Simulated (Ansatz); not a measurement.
# HfO2: the cost of one run

Computed with Ansatz 0.2.0 (DFT, PBE, plane-wave PAW, default files, scalar-relativistic, unless a step's input says otherwise).

## Step 1: Starting point

The structure is monoclinic, space group P2_1/c (No. 14). Conventional cell: a = 5.118 Å, b = 5.186 Å, c = 5.284 Å, α = 90.00°, β = 99.35°, γ = 90.00°. Around Hf (site symmetry 1) lie 7 O at 2.03 to 2.25 Å. O (site symmetry 1) has 4 Hf at 2.14 to 2.25 Å as nearest neighbours. O (site symmetry 1) has 3 Hf at 2.03 to 2.12 Å as nearest neighbours.

Structure file:

```cif
data_structure
_symmetry_space_group_name_H-M 'P2_1/c'
_symmetry_Int_Tables_number 14
_cell_length_a 5.1180
_cell_length_b 5.1857
_cell_length_c 5.2841
_cell_angle_alpha 90.000
_cell_angle_beta 99.352
_cell_angle_gamma 90.000
_cell_volume 138.38
loop_
_atom_site_label
_atom_site_type_symbol
_atom_site_symmetry_multiplicity
_atom_site_Wyckoff_symbol
_atom_site_fract_x
_atom_site_fract_y
_atom_site_fract_z
_atom_site_occupancy
Hf1 Hf 4 e 0.27550 0.03970 0.20800 1
O1 O 4 e 0.44870 0.75810 0.48010 1
O2 O 4 e 0.07420 0.33160 0.34670 1
```

The earlier run gave: gap on the mesh 4.15 eV, largest force 0.482 eV/Å, pressure 5.9 GPa.

Site by site (atoms counted from 1):

| site | atoms | first shell | V_zz (10²¹ V/m²) | η | C_Q (MHz) |
| --- | --- | --- | --- | --- | --- |
| Hf | 1, 2, 3, 4 | 7 O at 2.03–2.25 Å | 12.08 | 0.54 | 983 (¹⁷⁷Hf) |
| O5 | 5, 6, 7, 8 | 4 Hf at 2.14–2.25 Å | 1.02 | 0.80 | -0.628 (¹⁷O) |
| O9 | 9, 10, 11, 12 | 3 Hf at 2.03–2.12 Å | 1.25 | 0.74 | -0.772 (¹⁷O) |

C_Q = eQV_zz/h, which is 24.18 MHz for Q = 1 b and V_zz = 10²¹ V/m²; η = (V_xx − V_yy)/V_zz. Quadrupole moments are those of Pyykkö's year-2017 table.

## Step 2: Z stretched by -3 %, ions relaxed

The input, input.yaml:

```yaml
crystal:
  lattice:
    - [5.118, 0.0, 0.0]
    - [0.0, 5.1857, 0.0]
    - [-0.8586630598, 0.0, 5.0574511264]
  atoms:
    - { symbol: Hf, position: [0.2767004551, 0.0418817656, 0.2081303341] }
    - { symbol: Hf, position: [0.7232995449, 0.5418817656, 0.2918696659] }
    - { symbol: Hf, position: [0.7232995449, 0.9581182344, 0.7918696659] }
    - { symbol: Hf, position: [0.2767004551, 0.4581182344, 0.7081303341] }
    - { symbol: O, position: [0.4465505665, 0.7583834833, 0.4802726464] }
    - { symbol: O, position: [0.5534494335, 0.2583834833, 0.0197273536] }
    - { symbol: O, position: [0.5534494335, 0.2416165167, 0.5197273536] }
    - { symbol: O, position: [0.4465505665, 0.7416165167, 0.9802726464] }
    - { symbol: O, position: [0.0726428696, 0.3392538935, 0.3389442109] }
    - { symbol: O, position: [0.9273571304, 0.8392538935, 0.1610557891] }
    - { symbol: O, position: [0.9273571304, 0.6607461065, 0.6610557891] }
    - { symbol: O, position: [0.0726428696, 0.1607461065, 0.8389442109] }
kpoints:
  mp_grid: { grid: [6, 6, 6] }
scf:
  occupations: { method: fermi_dirac, width: 0.02 }
hamiltonian:
  xc: pbe
  pseudopotentials: { kind: paw }
output:
  forces: true
  stress: true
  populations: true
  efg:
    quadrupole_moments_barn: { Hf: 3.365, O: -0.02558 }
    contact_densities: true
  write_density: true
  write_potential: true
  elf: true
  volumetric_format: npy
relax:
  f_tol: 0.02
  max_steps: 60
```

Started as:

```sh
$ ansatz run input.yaml --threads 4 --pin off --max-ram 8192MiB --backend cpu --events-out ev --progress --plain --runs-dir out
```

**Question.** How long does this run take on 4 threads of Intel Xeon Platinum 8375C at 2.90GHz (Ice Lake), shared host, and how much memory does it need?

About 67 s, with a peak of 1.2 GiB.
